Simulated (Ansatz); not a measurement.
**CdTe under changes of volume**

One of the cells (32.922 Å³/atom); the others are scaled copies at fixed shape and fractional positions:

```
Te Cd
1.0
     0.00000    3.20500    3.20500
     3.20500    0.00000    3.20500
     3.20500    3.20500    0.00000
Te Cd
1 1
Direct
  0.75000 0.75000 0.75000
  0.00000 0.00000 0.00000
```

| Property | Result |
| --- | --- |
| Program | Ansatz 0.2.0 |
| Functional | B3LYP5 |
| Potentials or basis | Ansatz PAW |
| Cutoff | 420 eV (not typed: the program's choice for these potentials) |
| k mesh | 4 × 4 × 4 |
| Occupations | fermi-dirac, width 0.05 eV |
| Spin | no spin polarisation |

```csv
volume (Å³/atom),energy over the lowest point (meV/atom),pressure (GPa),gap on the mesh (eV)
30.947,148.37,10.0,2.22
31.605,?,?,?
32.263,78.36,7.1,2.07
32.922,51.87,5.8,1.99
33.580,30.27,4.7,1.92
34.239,13.14,3.7,1.84
34.897,0.00,2.7,1.77
```

Q: What does the run at 31.605 Å³/atom give?

A: Energy over the lowest point 110.36 meV/atom; pressure 8.5 GPa; gap on the mesh 2.14 eV.

Worked out: A Birch-Murnaghan fit of order 3 (a polynomial in V^(-2/3)) to the other rows has no minimum within the range. It gives 110.33 meV/atom at 31.605 Å³/atom, against the run's 110.36, and -dE/dV = 8.5 GPa, against 8.5. A straight line through the other rows of the gap, of slope -3.76 eV per unit of ln V (its deformation potential), gives 2.14 eV, against the run's 2.14.

Energies are extrapolated to zero smearing.

Caveats: some runs use coarse meshes; spin-orbit coupling is left out, which moves the levels of the heavy elements; the PAW data sets come from PBE, with cores solved anew for the run's functional, which leaves a small shift of forces and pressure; the thresholds are loose for stress.
